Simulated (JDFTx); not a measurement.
# CdS (Greenockite) (P6_3mc) in JDFTx: a series of runs

One crystal, CdS (Greenockite), is run at these levels: LDA; tasks: single point.

Program: JDFTx 1.7.0 (patched build). These are calculated values, not measurements. Logs are shortened: lines on timing, memory, paths and dates and some standing lists are left out, and cuts for length are marked. The log counts tension as positive stress, the text compression.

**Measured values to compare with.**

“Isotope dependence of band-gap energy”, 2008, arxiv:0807.2152 quotes, for a bulk crystal of CdS: band gap 2.5809 ± 0.0002 eV.

The results are compared with them further down.

## (1) Starting point

It takes space group P6_3mc (No. 186, hexagonal). Conventional cell: a = 4.150 Å, b = 4.150 Å, c = 6.737 Å, α = 90.00°, β = 90.00°, γ = 120.00°. Around Cd (site symmetry 3m) lie 4 S at 2.53 to 2.54 Å. Around S (site symmetry 3m) lie 4 Cd at 2.53 to 2.54 Å.

## (2) Single point, LDA

Contents of CdS.in:

```
lattice Hexagonal 7.8423634172 12.7310849016
coords-type Lattice
ion Cd     0.6666666667     0.3333333333     0.5000000000 1
ion Cd     0.3333333333     0.6666666667     0.0000000000 1
ion S      0.6666666667     0.3333333333     0.8750000000 1
ion S      0.3333333333     0.6666666667     0.3750000000 1

ion-species pseudo/Cd.upf
ion-species pseudo/S.upf
elec-cutoff 51 408
elec-ex-corr lda-PW
kpoint-folding 3 3 2
elec-smearing Fermi 0.0018374661
elec-n-bands 34
electronic-SCF nIterations 100 energyDiffThreshold 1e-09
electronic-minimize nIterations 30 energyDiffThreshold 1e-7
converge-empty-states yes
forces-output-coords Cartesian

dump-name run.$VAR
dump End Ecomponents EigStats BandEigs Kpoints Forces Stress ElecDensity
```

Potentials or basis: PseudoDojo-SR-LDA-0.4.1-standard with smoothed tails.

Run with:

```bash
$ jdftx -c 1 -i CdS.in -o CdS.out
```

What it wrote:

```text
*************** JDFTx 1.7.0 (patched build) ***************

Input parsed successfully to the following command list (including defaults):
[... the input with its defaults ...]

---------- Setting up symmetries ----------

Found 24 point-group symmetries of the bravais lattice
Found 12 space-group symmetries with basis
Applied RMS atom displacement 4.52779e-10 bohrs to make symmetries exact.

---------- Initializing the Grid ----------
R =
[      7.84236     -3.92118            0  ]
[            0      6.79169            0  ]
[            0            0      12.7311  ]
unit cell volume = 678.094
G =
[   0.801185   0.462564         -0  ]
[          0   0.925129          0  ]
[          0         -0   0.493531  ]
Minimum fftbox size, Smin = [  72  72  116  ]
Chosen fftbox size, S = [  72  72  120  ]

---------- Initializing tighter grid for wavefunction operations ----------
R =
[      7.84236     -3.92118            0  ]
[            0      6.79169            0  ]
[            0            0      12.7311  ]
unit cell volume = 678.094
G =
[   0.801185   0.462564         -0  ]
[          0   0.925129          0  ]
[          0         -0   0.493531  ]
Minimum fftbox size, Smin = [  52  52  84  ]
Chosen fftbox size, S = [  54  54  84  ]

---------- Exchange Correlation functional ----------
Initalized Slater LDA exchange.
Initalized Perdew-Wang LDA correlation.

---------- Setting up pseudopotentials ----------
Width of ionic core gaussian charges (only for fluid interactions / plotting) set to 0

Reading pseudopotential file 'pseudo/Cd.upf':
  'Cd' pseudopotential, 'SLA  PW   NOGX NOGC' functional
  Generated using ONCVPSP code by D. R. Hamann
  20 valence electrons, 4 orbitals, 6 projectors, 1001 radial grid points, with lMax = 2
    4S    l: 0   occupation:  2.0   eigenvalue: -3.889722
    4P    l: 1   occupation:  6.0   eigenvalue: -2.461797
    4D    l: 2   occupation: 10.0   eigenvalue: -0.437264
    5S    l: 0   occupation:  2.0   eigenvalue: -0.218845
  Core radius for overlap checks: 1.32 bohrs.

Reading pseudopotential file 'pseudo/S.upf':
  'S' pseudopotential, 'SLA  PW   NOGX NOGC' functional
  Generated using ONCVPSP code by D. R. Hamann
  6 valence electrons, 2 orbitals, 6 projectors, 1001 radial grid points, with lMax = 2
    3S    l: 0   occupation:  2.0   eigenvalue: -0.635064
    3P    l: 1   occupation:  4.0   eigenvalue: -0.261175
  Core radius for overlap checks: 1.67 bohrs.

Initialized 2 species with 4 total atoms.

Folded 1 k-points by 3x3x2 to 18 k-points.

---------- Setting up k-points, bands, fillings ----------
Reduced to 6 k-points under symmetry.
Computing the number of bands and number of electrons
Calculating initial fillings.
nElectrons:  52.000000   nBands: 34   nStates: 6

----- Setting up reduced wavefunction bases (one per k-point) -----
average nbasis = 11784.500 , ideal nbasis = 11796.121

---------- Setting up ewald sum ----------
Optimum gaussian width for ewald sums = 2.781827 bohr.
Real space sum over 1089 unit cells with max indices [  5  5  4  ]
Reciprocal space sum over 2873 terms with max indices [  6  6  8  ]

---------- Allocating electronic variables ----------
Initializing wave functions:  linear combination of atomic orbitals
Note: number of bands (34) exceeds available atomic orbitals (28)
Cd pseudo-atom occupations:   s ( 2 2 )  p ( 6 )  d ( 10 )
S pseudo-atom occupations:   s ( 2 )  p ( 4 )
	FillingsUpdate:  mu: +0.330294101  nElectrons: 52.000000
LCAOMinimize: Iter:   0  F: -356.7404519272234893  |grad|_K:  5.641e-03  alpha:  1.000e+00
	FillingsUpdate:  mu: +0.289747196  nElectrons: 52.000000
LCAOMinimize: Iter:   1  F: -356.8089144891464457  |grad|_K:  9.933e-05  alpha:  5.903e-01  linmin: -1.762e-01  cgtest:  6.486e-01
LCAOMinimize: Encountered beta<0, resetting CG.
[... 6 lines of inner loops ...]
LCAOMinimize: Iter:   4  F: -356.8089404802236118  |grad|_K:  3.324e-07  alpha:  8.086e-01  linmin: -1.567e-04  cgtest:  9.331e-04
	FillingsUpdate:  mu: +0.289267954  nElectrons: 52.000000
LCAOMinimize: Iter:   5  F: -356.8089404804714491  |grad|_K:  3.243e-08  alpha:  6.474e-01  linmin:  2.051e-04  cgtest: -3.133e-03
LCAOMinimize: Converged (|Delta F|<1.000000e-06 for 2 iters).

-------- Electronic minimization -----------
Will mix electronic density at each iteration.
	FillingsUpdate:  mu: +0.289267954  nElectrons: 52.000000
	FillingsUpdate:  mu: +0.278974951  nElectrons: 52.000000
SCF: Cycle:  0   F: -356.938822020702560   dF: -1.299e-01   |Residual|: 1.828e-01   |deigs|: 1.207e-01
	FillingsUpdate:  mu: +0.262148221  nElectrons: 52.000000
SCF: Cycle:  1   F: -356.997342722765154   dF: -5.852e-02   |Residual|: 5.157e-02   |deigs|: 1.875e-02
	FillingsUpdate:  mu: +0.257805926  nElectrons: 52.000000
SCF: Cycle:  2   F: -357.000131254253688   dF: -2.789e-03   |Residual|: 1.404e-02   |deigs|: 3.229e-03
	FillingsUpdate:  mu: +0.258059449  nElectrons: 52.000000
SCF: Cycle:  3   F: -357.000209388020039   dF: -7.813e-05   |Residual|: 4.604e-03   |deigs|: 7.843e-04
	FillingsUpdate:  mu: +0.258305663  nElectrons: 52.000000
SCF: Cycle:  4   F: -357.000227116084204   dF: -1.773e-05   |Residual|: 8.105e-04   |deigs|: 7.692e-04
	FillingsUpdate:  mu: +0.258327813  nElectrons: 52.000000
SCF: Cycle:  5   F: -357.000231823539139   dF: -4.707e-06   |Residual|: 3.683e-04   |deigs|: 7.840e-05
	FillingsUpdate:  mu: +0.258383650  nElectrons: 52.000000
SCF: Cycle:  6   F: -357.000234244463741   dF: -2.421e-06   |Residual|: 1.165e-04   |deigs|: 4.421e-05
	FillingsUpdate:  mu: +0.258376972  nElectrons: 52.000000
SCF: Cycle:  7   F: -357.000235855553001   dF: -1.611e-06   |Residual|: 6.330e-05   |deigs|: 1.842e-05
	FillingsUpdate:  mu: +0.258379964  nElectrons: 52.000000
SCF: Cycle:  8   F: -357.000236706799001   dF: -8.512e-07   |Residual|: 3.396e-05   |deigs|: 1.548e-05
	FillingsUpdate:  mu: +0.258381113  nElectrons: 52.000000
SCF: Cycle:  9   F: -357.000237320107829   dF: -6.133e-07   |Residual|: 2.180e-05   |deigs|: 1.442e-05
	FillingsUpdate:  mu: +0.258381816  nElectrons: 52.000000
SCF: Cycle: 10   F: -357.000237590718598   dF: -2.706e-07   |Residual|: 1.607e-05   |deigs|: 9.179e-06
	FillingsUpdate:  mu: +0.258382789  nElectrons: 52.000000
SCF: Cycle: 11   F: -357.000237767676595   dF: -1.770e-07   |Residual|: 1.194e-05   |deigs|: 9.041e-06
	FillingsUpdate:  mu: +0.258383444  nElectrons: 52.000000
SCF: Cycle: 12   F: -357.000237827927606   dF: -6.025e-08   |Residual|: 4.229e-06   |deigs|: 8.715e-06
	FillingsUpdate:  mu: +0.258383484  nElectrons: 52.000000
SCF: Cycle: 13   F: -357.000237883199475   dF: -5.527e-08   |Residual|: 7.743e-06   |deigs|: 8.942e-06
	FillingsUpdate:  mu: +0.258383612  nElectrons: 52.000000
SCF: Cycle: 14   F: -357.000237901495211   dF: -1.830e-08   |Residual|: 8.723e-06   |deigs|: 9.256e-06
	FillingsUpdate:  mu: +0.258383544  nElectrons: 52.000000
SCF: Cycle: 15   F: -357.000237916180311   dF: -1.469e-08   |Residual|: 1.223e-05   |deigs|: 9.308e-06
	FillingsUpdate:  mu: +0.258383661  nElectrons: 52.000000
SCF: Cycle: 16   F: -357.000237920790426   dF: -4.610e-09   |Residual|: 1.128e-05   |deigs|: 9.734e-06
	FillingsUpdate:  mu: +0.258383972  nElectrons: 52.000000
SCF: Cycle: 17   F: -357.000237924734733   dF: -3.944e-09   |Residual|: 7.977e-06   |deigs|: 9.756e-06
	FillingsUpdate:  mu: +0.258384007  nElectrons: 52.000000
SCF: Cycle: 18   F: -357.000237927046271   dF: -2.312e-09   |Residual|: 8.413e-06   |deigs|: 9.625e-06
	FillingsUpdate:  mu: +0.258384033  nElectrons: 52.000000
SCF: Cycle: 19   F: -357.000237927993510   dF: -9.472e-10   |Residual|: 8.467e-06   |deigs|: 9.313e-06
	FillingsUpdate:  mu: +0.258384066  nElectrons: 52.000000
SCF: Cycle: 20   F: -357.000237928661079   dF: -6.676e-10   |Residual|: 8.832e-06   |deigs|: 9.567e-06
SCF: Converged (|Delta E|<1.000000e-09 for 2 iters).

Setting wave functions to eigenvectors of Hamiltonian
Converging empty states (this may take a while): |deigs|: 3.097e-04

# Stress tensor in Cartesian coordinates [Eh/a0^3]:
[  9.07738e-05            0            0  ]
[            0  9.07738e-05            0  ]
[            0            0  0.000103537  ]

# Ionic positions in lattice coordinates:
ion Cd   0.666666666666667   0.333333333333333   0.500000000000000 1
ion Cd   0.333333333333333   0.666666666666667   0.000000000000000 1
ion S   0.666666666666667   0.333333333333333   0.875000000000000 1
ion S   0.333333333333333   0.666666666666667   0.375000000000000 1

# Forces in Cartesian coordinates:
force Cd   0.000000000000000   0.000000000000000  -0.000170910078302 1
force Cd   0.000000000000000   0.000000000000000  -0.000170910078302 1
force S   0.000000000000000   0.000000000000000   0.000161475059366 1
force S   0.000000000000000  -0.000000000000000   0.000161475059366 1

# Energy components:
   Eewald =     -197.7992659727644593
       EH =      130.7916288857005895
     Eloc =     -392.4204080014230271
      Enl =       10.6490337964047725
      Exc =      -54.4511477173375766
 Exc_core =       15.7705003067809884
       KE =      130.4594217202233892
-------------------------------------
     Etot =     -357.0002369824153448
       TS =        0.0000009462457213
-------------------------------------
        F =     -357.0002379286610790

IonicMinimize: Iter:   0  F: -357.000237928661079  |grad|_K:  9.595e-05
IonicMinimize: Converged (|grad|_K<1.000000e-04).

#--- Lowdin population analysis ---
# oxidation-state Cd +1.253 +1.253
# oxidation-state S -1.059 -1.059

Dumping 'run.eigStats' ...
	eMin: -3.475974 at state 0 ( [ +0.000000 +0.000000 +0.000000 ] spin 0 )
	HOMO: +0.241477 at state 0 ( [ +0.000000 +0.000000 +0.000000 ] spin 0 )
	mu  : +0.258384
	LUMO: +0.273737 at state 0 ( [ +0.000000 +0.000000 +0.000000 ] spin 0 )
	eMax: +0.574161 at state 5 ( [ +0.333333 +0.333333 +0.500000 ] spin 0 )
	HOMO-LUMO gap: +0.032260
	Optical gap  : +0.032260 at state 0 ( [ +0.000000 +0.000000 +0.000000 ] spin 0 )
Done!
[note: mu as printed may lie anywhere between the filled and the empty levels]
```

Wall time 81 s (1 thread of Intel Xeon 6975P-C (Granite Rapids), shared host); peak memory 0.27 GiB.

Results:

```yaml
Free_energy: -9714.4714 eV
Pressure: -2.8 GPa
Largest_force: 0.009 eV/Å
Band_gap_on_the_k_mesh: 0.88 eV, direct
Loewdin_charges: Cd +1.25; S -1.06 e
```

Forces in eV/Å, atoms in the order of the input:
```
Cd   0.000  0.000 -0.009
Cd   0.000  0.000 -0.009
S    0.000  0.000  0.008
S    0.000  0.000  0.008
```

Caveat: the k mesh is coarse (spacing up to 0.58 Å⁻¹), so the values aren't converged; the atomic charges don't sum to the cell's charge. As with any semilocal functional, this LDA gap is likely too small.

## (3) Single point, LDA

Contents of CdS.in:

```
include CdS.lattice
coords-type Lattice
include CdS.ionpos

ion-species pseudo/Cd.upf
ion-species pseudo/S.upf
elec-cutoff 51 408
elec-ex-corr lda-PW
kpoint-folding 7 7 4
elec-smearing Gauss 0.00091873305
elec-n-bands 34
electronic-SCF nIterations 100 energyDiffThreshold 1e-09
electronic-minimize nIterations 30 energyDiffThreshold 1e-7
converge-empty-states yes
forces-output-coords Cartesian

dump-name run.$VAR
dump End Ecomponents EigStats BandEigs Kpoints Forces Stress
```

Contents of CdS.lattice:

```
lattice \
    7.8423634172    -3.9211817086     0.0000000000 \
    0.0000000000     6.7916859450     0.0000000000 \
    0.0000000000     0.0000000000    12.7310849016
```

Contents of CdS.ionpos:

```
ion Cd     0.6666666667     0.3333333333     0.5000000000 1
ion Cd     0.3333333333     0.6666666667     0.0000000000 1
ion S      0.6666666667     0.3333333333     0.8750000000 1
ion S      0.3333333333     0.6666666667     0.3750000000 1
```

Potentials or basis: PseudoDojo-SR-LDA-0.4.1-standard with smoothed tails.

Run with:

```bash
$ jdftx -c 1 -i CdS.in -o CdS.out
```

Run time: 7.1 min. Hardware: 1 thread of Intel Xeon Platinum 8488C (Sapphire Rapids), shared host; peak memory 0.58 GiB.

It converged, with:

```
Free energy            : -9714.6485 eV
Pressure               : -3.1 GPa
Largest force          : 0.062 eV/Å
Band gap on the k mesh : 0.91 eV, direct
Loewdin charges        : Cd +1.24; S -1.05 e
```

Forces in eV/Å, atoms in the order of the input:
```
Cd   0.000  0.000 -0.062
Cd   0.000  0.000 -0.062
S    0.000  0.000  0.061
S    0.000  0.000  0.061
```

Stress tensor (GPa, compression positive):
```
-3.32  0.00  0.00
 0.00 -3.32  0.00
 0.00  0.00 -2.73
```

Levels at points of the mesh, in eV from the valence-band top:
```
           k point  band 23  band 24  band 25  band 26  band 27  band 28  band 29  band 30
(0.00, 0.00, 0.00)    -0.77    -0.05     0.00     0.00     0.91     2.54     6.27     6.27
(0.00, 0.00, 0.50)    -0.40    -0.40    -0.40    -0.40     2.60     2.60     5.95     5.95
```

Caveat: the atomic charges don't sum to the cell's charge.

## (4) Comparison with measurements

Step 3. Measured gap of CdS: 2.5809 eV (quoted in “Isotope dependence of band-gap energy”, 2008, arxiv:0807.2152). This calculation gives 0.91 eV (-1.67 eV). So large a miss can be the level of theory's own, or it may mean another phase, state or a wrong row. Spin-orbit coupling on Cd is left out. The value is that of LDA, without temperature or zero-point motion. Semilocal functionals fall short of measured gaps as a rule.
